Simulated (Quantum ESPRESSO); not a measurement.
# BN (P6_3mc) in Quantum ESPRESSO: notebook

Runs on BN. Level: PBE. Tasks: phonons.

Everything below comes from runs of Quantum ESPRESSO 7.5. Logs are shortened: lines on timing, memory, paths and dates and some standing lists are left out, and cuts for length are marked.

## Step 1: The crystal as given

It takes space group P6_3mc (No. 186, hexagonal). Conventional cell: a = 2.554 Å, b = 2.554 Å, c = 4.227 Å, α = 90.00°, β = 90.00°, γ = 120.00°. N (site symmetry 3m) is surrounded by 4 B at 1.57 to 1.58 Å. B (site symmetry 3m) is surrounded by 4 N at 1.57 to 1.58 Å.

Measurements of this composition are mostly on another form, of space group No. 194.

## Step 2: Phonons, PBE

pw.in

```
&CONTROL
  calculation = 'scf'
  prefix = 'pwscf'
  outdir = './tmp'
  pseudo_dir = './pseudo'
  tprnfor = .true.
  tstress = .true.
  disk_io = 'low'
/
&SYSTEM
  ibrav = 0
  nat = 4
  ntyp = 2
  ecutwfc = 70
  nbnd = 14
  occupations = 'smearing'
  smearing = 'fd'
  degauss = 0.00367493
/
&ELECTRONS
  conv_thr = 8d-10
  electron_maxstep = 120
  mixing_beta = 0.5
/
ATOMIC_SPECIES
N     14.0070 N_ONCV_PBE-1.2.upf
B     10.8100 B_ONCV_PBE-1.2.upf
CELL_PARAMETERS angstrom
   2.5539396017    0.0000000000    0.0000000000
  -1.2769698009    2.2117765748    0.0000000000
   0.0000000000    0.0000000000    4.2268550000
ATOMIC_POSITIONS angstrom
N     -0.0000000002    1.4745177166    0.5295234870
N      1.2769698010    0.7372588582    2.6429509870
B     -0.0000000002    1.4745177166    2.1122608880
B      1.2769698010    0.7372588582    4.2256883880
K_POINTS automatic
8 8 4 0 0 1
```

relax.in

```
&CONTROL
  calculation = 'relax'
  prefix = 'pwscf'
  outdir = './tmp'
  pseudo_dir = './pseudo'
  tprnfor = .true.
  tstress = .true.
  disk_io = 'low'
  nstep = 40
  forc_conv_thr = 0.0001
  etot_conv_thr = 1d-06
/
&SYSTEM
  ibrav = 0
  nat = 4
  ntyp = 2
  ecutwfc = 70
  nbnd = 14
  occupations = 'smearing'
  smearing = 'fd'
  degauss = 0.00367493
/
&ELECTRONS
  conv_thr = 8d-10
  electron_maxstep = 120
  mixing_beta = 0.5
/
&IONS
  ion_dynamics = 'bfgs'
/
ATOMIC_SPECIES
N     14.0070 N_ONCV_PBE-1.2.upf
B     10.8100 B_ONCV_PBE-1.2.upf
CELL_PARAMETERS angstrom
   2.5539396017    0.0000000000    0.0000000000
  -1.2769698009    2.2117765748    0.0000000000
   0.0000000000    0.0000000000    4.2268550000
ATOMIC_POSITIONS angstrom
N     -0.0000000002    1.4745177166    0.5295234870
N      1.2769698010    0.7372588582    2.6429509870
B     -0.0000000002    1.4745177166    2.1122608880
B      1.2769698010    0.7372588582    4.2256883880
K_POINTS automatic
8 8 4 0 0 1
```

scf2.in

```
&CONTROL
  calculation = 'scf'
  prefix = 'pwscf'
  outdir = './tmp'
  pseudo_dir = './pseudo'
  tprnfor = .true.
  tstress = .true.
  disk_io = 'low'
/
&SYSTEM
  ibrav = 0
  nat = 4
  ntyp = 2
  ecutwfc = 70
  nbnd = 14
  occupations = 'fixed'
/
&ELECTRONS
  conv_thr = 1d-13
  electron_maxstep = 120
  mixing_beta = 0.5
  startingpot = 'file'
  startingwfc = 'file'
/
ATOMIC_SPECIES
N     14.0070 N_ONCV_PBE-1.2.upf
B     10.8100 B_ONCV_PBE-1.2.upf
CELL_PARAMETERS angstrom
   2.5539396017    0.0000000000    0.0000000000
  -1.2769698009    2.2117765748    0.0000000000
   0.0000000000    0.0000000000    4.2268550000
ATOMIC_POSITIONS angstrom
N     -0.0000000002    1.4745177166    0.5291753826
N      1.2769698010    0.7372588582    2.6426028826
B     -0.0000000002    1.4745177166    2.1126089924
B      1.2769698010    0.7372588582    4.2260364924
K_POINTS automatic
8 8 4 0 0 1
```

ph.in

```
phonons of BN
&INPUTPH
  prefix = 'pwscf'
  outdir = './tmp'
  tr2_ph = 1d-16
  fildyn = 'dyn'
  niter_ph = 60
  alpha_mix(1) = 0.7
  epsil = .true.
/
0.0000000000 0.0000000000 0.0000000000
```

dynmat.in

```
&INPUT
  fildyn = 'dyn'
  asr = 'crystal'
  lperm = .true.
  filout = 'dynmat.disp'
  fileig = 'dynmat.eig'
/
```

dynmat_lo.in

```
&INPUT
  fildyn = 'dyn'
  asr = 'crystal'
  filout = 'dynmat_lo.disp'
  fileig = 'dynmat_lo.eig'
  q(1) = 0
  q(2) = 0
  q(3) = 1
/
```

Potentials or basis: SG15 PBE 1.2.

Started as:

```
$ OMP_NUM_THREADS=1 pw.x -in pw.in > pw.out
$ OMP_NUM_THREADS=1 pw.x -in relax.in > relax.out
$ OMP_NUM_THREADS=1 pw.x -in scf2.in > scf2.out
$ OMP_NUM_THREADS=1 ph.x -in ph.in > ph.out
$ OMP_NUM_THREADS=1 dynmat.x -in dynmat.in > dynmat.out
$ OMP_NUM_THREADS=1 dynmat.x -in dynmat_lo.in > dynmat_lo.out
```

pw.out:

```text
This program is part of the open-source Quantum ESPRESSO suite
     for quantum simulation of materials; please cite
[... 9 lines left out ...]
     --------------------
     sticks:   dense  smooth     PW     G-vecs:    dense   smooth      PW
     Sum         439     439    139                12685    12685    2105

     Using Slab Decomposition

     bravais-lattice index     =            0
     lattice parameter (alat)  =       4.8262  a.u.
     unit-cell volume          =     161.1261 (a.u.)^3
     number of atoms/cell      =            4
     number of atomic types    =            2
     number of electrons       =        16.00
     number of Kohn-Sham states=           14
     kinetic-energy cutoff     =      70.0000  Ry
     charge density cutoff     =     280.0000  Ry
     scf convergence threshold =      8.0E-10
     mixing beta               =       0.5000
     number of iterations used =            8  plain     mixing
     Exchange-correlation= PBE
                           (   1   4   3   4   0   0   0)

     celldm(1)=   4.826246  celldm(2)=   0.000000  celldm(3)=   0.000000
     celldm(4)=   0.000000  celldm(5)=   0.000000  celldm(6)=   0.000000

     crystal axes: (cart. coord. in units of alat)
               a(1) = (   1.000000   0.000000   0.000000 )
               a(2) = (  -0.500000   0.866025   0.000000 )
               a(3) = (   0.000000   0.000000   1.655033 )

     reciprocal axes: (cart. coord. in units 2 pi/alat)
               b(1) = (  1.000000  0.577350 -0.000000 )
               b(2) = (  0.000000  1.154701  0.000000 )
               b(3) = (  0.000000 -0.000000  0.604217 )

     PseudoPot. # 1 for N  read from file:
     N_ONCV_PBE-1.2.upf
     Pseudo is Norm-conserving, Zval =  5.0
     Generated using ONCVPSP code by D. R. Hamann
     Using radial grid of  602 points,  4 beta functions with:
                l(1) =   0
                l(2) =   0
                l(3) =   1
                l(4) =   1

     PseudoPot. # 2 for B  read from file:
     B_ONCV_PBE-1.2.upf
     Pseudo is Norm-conserving, Zval =  3.0
     Generated using ONCVPSP code by D. R. Hamann
     Using radial grid of  602 points,  4 beta functions with:
                l(1) =   0
                l(2) =   0
                l(3) =   1
                l(4) =   1

     atomic species   valence    mass     pseudopotential
     N                 5.00    14.00700     N ( 1.00)
     B                 3.00    10.81000     B ( 1.00)

     12 Sym. Ops. (no inversion) found ( 6 have fractional translation)

   Cartesian axes

     site n.     atom                  positions (alat units)
         1        N      tau(   1) = (  -0.0000000   0.5773503   0.2073359  )
         2        N      tau(   2) = (   0.5000000   0.2886751   1.0348526  )
         3        B      tau(   3) = (  -0.0000000   0.5773503   0.8270598  )
         4        B      tau(   4) = (   0.5000000   0.2886751   1.6545765  )

     number of k points=    20  Fermi-Dirac smearing, width (Ry)=  0.0037
                       cart. coord. in units 2pi/alat
        k(    1) = (   0.0000000   0.0000000   0.0755272), wk =   0.0156250
        k(    2) = (   0.0000000   0.0000000   0.2265815), wk =   0.0156250
        k(    3) = (   0.0000000   0.1443376   0.0755272), wk =   0.0937500
        k(    4) = (   0.0000000   0.1443376   0.2265815), wk =   0.0937500
        k(    5) = (   0.0000000   0.2886751   0.0755272), wk =   0.0937500
        k(    6) = (   0.0000000   0.2886751   0.2265815), wk =   0.0937500
[... 12 lines left out ...]
        k(   19) = (   0.2500000   0.5773503   0.0755272), wk =   0.0937500
        k(   20) = (   0.2500000   0.5773503   0.2265815), wk =   0.0937500

     Dense  grid:    12685 G-vectors     FFT dimensions: (  25,  25,  48)

     Initial potential from superposition of free atoms

     starting charge      15.9606, renormalised to      16.0000
     Starting wfcs are random

     Self-consistent Calculation

     iteration #  1     ecut=    70.00 Ry     beta= 0.50
     Davidson diagonalization with overlap
     ethr =  1.00E-02,  avg # of iterations =  9.7

     total energy              =     -51.43342025 Ry
     estimated scf accuracy    <       0.36808241 Ry

     iteration #  2     ecut=    70.00 Ry     beta= 0.50
     Davidson diagonalization with overlap
     ethr =  2.30E-03,  avg # of iterations =  1.9

     total energy              =     -51.49110312 Ry
     estimated scf accuracy    <       0.02728221 Ry

     iteration #  3     ecut=    70.00 Ry     beta= 0.50
     Davidson diagonalization with overlap
     ethr =  1.71E-04,  avg # of iterations =  4.5

     total energy              =     -51.49247392 Ry
     estimated scf accuracy    <       0.00500531 Ry

     iteration #  4     ecut=    70.00 Ry     beta= 0.50
     Davidson diagonalization with overlap
     ethr =  3.13E-05,  avg # of iterations =  2.9

     total energy              =     -51.49279535 Ry
     estimated scf accuracy    <       0.00009792 Ry

     iteration #  5     ecut=    70.00 Ry     beta= 0.50
     Davidson diagonalization with overlap
     ethr =  6.12E-07,  avg # of iterations =  5.3

     total energy              =     -51.49281356 Ry
     estimated scf accuracy    <       0.00007416 Ry

     iteration #  6     ecut=    70.00 Ry     beta= 0.50
     Davidson diagonalization with overlap
     ethr =  4.63E-07,  avg # of iterations =  1.8

     total energy              =     -51.49282744 Ry
     estimated scf accuracy    <       0.00000009 Ry

     iteration #  7     ecut=    70.00 Ry     beta= 0.50
     Davidson diagonalization with overlap
     ethr =  5.90E-10,  avg # of iterations =  4.5

     total energy              =     -51.49282778 Ry
     estimated scf accuracy    <          3.8E-09 Ry

     iteration #  8     ecut=    70.00 Ry     beta= 0.50
     Davidson diagonalization with overlap
     ethr =  2.37E-11,  avg # of iterations =  2.5

     total energy              =     -51.49282777 Ry
     estimated scf accuracy    <       0.00000002 Ry

     iteration #  9     ecut=    70.00 Ry     beta= 0.50
     Davidson diagonalization with overlap
     ethr =  2.37E-11,  avg # of iterations =  2.2

     End of self-consistent calculation

          k = 0.0000 0.0000 0.0755 (  1587 PWs)   bands (ev):

    -9.0261  -5.3511   0.8098   9.0830   9.0830  10.3353  11.0264  11.0264
    19.5661  19.5661  19.8834  20.5991  21.8914  22.7676

          k = 0.0000 0.0000 0.2266 (  1570 PWs)   bands (ev):

    -8.2965  -6.9248   3.6597   7.3048   9.5773   9.5773  10.3711  10.3711
    20.3888  20.3888  20.4979  20.5832  21.6741  21.6741

          k = 0.0000 0.1443 0.0755 (  1621 PWs)   bands (ev):

    -8.6912  -5.0835   1.1215   7.6593   8.5072   9.6429  10.2703  10.6627
    19.0193  20.2171  20.2976  21.5665  22.5501  23.2554

          k = 0.0000 0.1443 0.2266 (  1598 PWs)   bands (ev):

    -7.9699  -6.6184   3.8544   7.2291   8.2477   9.0438   9.2267   9.9202
    19.6516  20.6288  21.1787  21.4853  21.8700  22.5736

          k = 0.0000 0.2887 0.0755 (  1602 PWs)   bands (ev):

    -7.7145  -4.3673   1.9840   4.8556   7.1424   7.4219   9.4472   9.8473
    18.3521  20.2558  21.3611  22.0213  23.6485  24.8833

          k = 0.0000 0.2887 0.2266 (  1603 PWs)   bands (ev):

    -7.0246  -5.7518   3.9426   5.6122   6.1320   8.0119   8.1990   8.9929
    18.5215  19.5997  21.8610  22.7137  23.1608  24.4847

          k = 0.0000 0.4330 0.0755 (  1589 PWs)   bands (ev):

    -6.2284  -3.6584   2.0491   3.6393   4.6168   6.5718   8.1270   9.1380
    17.9790  19.2852  21.9059  22.4080  23.5330  25.4036

          k = 0.0000 0.4330 0.2266 (  1596 PWs)   bands (ev):

    -5.6302  -4.5988   2.0797   3.1042   6.1746   7.1898   8.1078   8.2252
    17.7749  18.5418  21.3903  22.5240  23.7009  26.0625

          k = 0.0000-0.5774 0.0755 (  1590 PWs)   bands (ev):

    -5.0128  -3.8210   1.4811   3.0537   4.7179   6.2632   7.0833   8.8705
    17.9293  18.7037  21.9898  22.5930  24.1095  24.4533

          k = 0.0000-0.5774 0.2266 (  1588 PWs)   bands (ev):

    -4.6091  -4.0788   1.0019   1.6901   6.7317   6.8892   7.9120   7.9406
    17.6100  18.0015  21.4896  21.5834  23.9530  26.2685

          k = 0.1250 0.2165 0.0755 (  1609 PWs)   bands (ev):

    -8.0345  -4.5870   1.7169   5.9825   6.9428   8.3710   9.7177   9.7778
    19.3064  20.0926  20.8678  22.3137  23.5710  23.5945

          k = 0.1250 0.2165 0.2266 (  1603 PWs)   bands (ev):

    -7.3326  -6.0296   4.0823   6.4510   6.7390   7.7655   8.5834   8.8729
    19.5748  20.6463  21.2654  21.4640  23.3173  23.7025

          k = 0.1250 0.3608 0.0755 (  1592 PWs)   bands (ev):

    -6.7899  -3.8173   2.5910   3.8552   5.2011   6.5119   8.5542   8.8164
    18.9813  20.0723  21.3229  22.8300  24.0162  25.2522

          k = 0.1250 0.3608 0.2266 (  1591 PWs)   bands (ev):

    -6.1452  -4.9879   3.2069   4.2940   5.9105   6.6309   7.6080   8.3964
    18.9560  19.8868  21.7089  22.6332  23.4487  24.7609

          k = 0.1250 0.5052 0.0755 (  1586 PWs)   bands (ev):

    -5.2459  -3.5641   1.7928   3.5269   4.5338   5.4749   7.3259   8.0611
    18.3153  19.5726  21.7914  23.4566  24.5672  25.0230

          k = 0.1250 0.5052 0.2266 (  1586 PWs)   bands (ev):

    -4.7693  -4.0514   1.4984   2.2781   5.6287   6.6898   7.0934   8.2007
    18.3894  19.3073  21.7082  22.3497  23.2034  25.6762

          k = 0.2500 0.4330 0.0755 (  1593 PWs)   bands (ev):

    -5.4176  -3.3798   2.7792   3.0508   4.5722   5.1320   6.8385   7.7234
    17.8175  21.6029  22.7676  23.7444  24.6892  25.3410

          k = 0.2500 0.4330 0.2266 (  1581 PWs)   bands (ev):

    -4.8960  -4.0535   2.4098   2.9446   4.5878   5.4902   7.0031   8.2995
    19.6493  19.8857  22.2011  22.7075  23.9486  24.9843

          k = 0.2500 0.5774 0.0755 (  1586 PWs)   bands (ev):

    -4.2970  -3.6234   2.0654   3.6095   3.6566   5.6759   6.0111   6.8172
    17.0902  22.7991  22.8338  24.1235  25.4467  25.9348

          k = 0.2500 0.5774 0.2266 (  1583 PWs)   bands (ev):

    -4.0199  -3.7220   1.9382   2.4161   3.6428   4.8085   7.5208   8.0347
    19.2852  20.7960  21.0203  22.8877  24.9065  24.9680

     the Fermi energy is    13.1580 ev

!    total energy              =     -51.49282778 Ry
     estimated scf accuracy    <          2.0E-11 Ry
     smearing contrib. (-TS)   =       0.00000000 Ry
     internal energy E=F+TS    =     -51.49282778 Ry

     The total energy is F=E-TS. E is the sum of the following terms:
     one-electron contribution =       8.53382551 Ry
     hartree contribution      =       7.29242384 Ry
     xc contribution           =     -14.89018298 Ry
     ewald contribution        =     -52.42889415 Ry

     convergence has been achieved in   9 iterations

     Forces acting on atoms (cartesian axes, Ry/au):

     atom    1 type  1   force =    -0.00000000   -0.00000000   -0.00065782
     atom    2 type  1   force =     0.00000000    0.00000000   -0.00065782
     atom    3 type  2   force =     0.00000000    0.00000000    0.00065782
     atom    4 type  2   force =     0.00000000    0.00000000    0.00065782

     Total force =     0.001316     Total SCF correction =     0.000001

     Computing stress (Cartesian axis) and pressure

          total   stress  (Ry/bohr**3)                   (kbar)     P=      -24.39
  -0.00015072  -0.00000000   0.00000000          -22.17       -0.00        0.00
  -0.00000000  -0.00015072   0.00000000           -0.00      -22.17        0.00
   0.00000000   0.00000000  -0.00019606            0.00        0.00      -28.84

=------------------------------------------------------------------------------=
   JOB DONE.
=------------------------------------------------------------------------------=
```

Run time: 1.7 min. Hardware: 1 thread of Arm Neoverse V2, shared host; peak memory 0.05 GiB.

Results:

```
Free energy                                             : -700.5956 eV
Electronic dielectric tensor (diagonal)                 : 4.54, 4.54, 4.70
Born charges (mean of the diagonal)                     : N -1.88; B +1.88 e
Highest phonon frequency at Γ, LO-TO splitting left out : 1111 cm⁻¹
Most unstable mode                                      : 24i cm⁻¹
Static dielectric tensor (diagonal)                     : 6.68, 6.68, 7.26
```

Levels at points of the mesh, in eV from the valence-band top:
| k point | band 4 | band 5 | band 6 | band 7 | band 8 | band 9 | band 10 | band 11 | band 12 | band 13 |
| --- | --- | --- | --- | --- | --- | --- | --- | --- | --- | --- |
| (0.00, 0.00, 0.12) | -1.94 | -1.94 | -0.68 | 0.00 | 0.00 | 8.54 | 8.54 | 8.85 | 9.58 | 10.87 |

Phonon frequencies in cm⁻¹ (negative: imaginary):
```tsv
q point	frequencies
(0.000, 0.000, 0.000)	-24 55 55 478 478 937 937 946 1001 1039 1039 1111
```

Electronic dielectric tensor:
```
4.54 0.00 0.00
0.00 4.54 0.00
0.00 0.00 4.70
```

Born effective charge tensors (e):
atom 1, N
```
-1.85  0.00  0.00
 0.00 -1.85  0.00
 0.00  0.00 -1.95
```
atom 2, N
```
-1.85  0.00  0.00
 0.00 -1.85  0.00
 0.00  0.00 -1.95
```
atom 3, B
```
1.85 0.00 0.00
0.00 1.85 0.00
0.00 0.00 1.95
```
atom 4, B
```
1.85 0.00 0.00
0.00 1.85 0.00
0.00 0.00 1.95
```

Optical modes at Γ, degenerate ones joined, polar ones without the macroscopic field:
```csv
cm⁻¹,components,symmetry,active in,"IR intensity, summed ((D/Å)²/amu)"
478,2,E2,Raman,0.00
937,2,E2,Raman,0.00
946,1,B1,silent,0.00
1001,1,A1,IR and Raman,28.71
1039,2,E1,IR and Raman,51.76
1111,1,B1,silent,0.00
```

Zone-centre frequencies without and with the macroscopic field along z (cm⁻¹):
```tsv
	optical modes in rising order
without	478 478 937 937 946 1001 1039 1039 1111
with the field	478 478 937 937 946 1039 1039 1111 1244
```

Static dielectric tensor, electrons and zone-centre modes:
```
6.68 0.00 0.00
0.00 6.68 0.00
0.00 0.00 7.26
```

Caveat: the cutoff is too short for stress, so the log's stress isn't used; before the sum rule the acoustic modes lie tens of cm⁻¹ from zero, a sign that the density grid also shifts the optical modes.

[end of part 1 of 2]
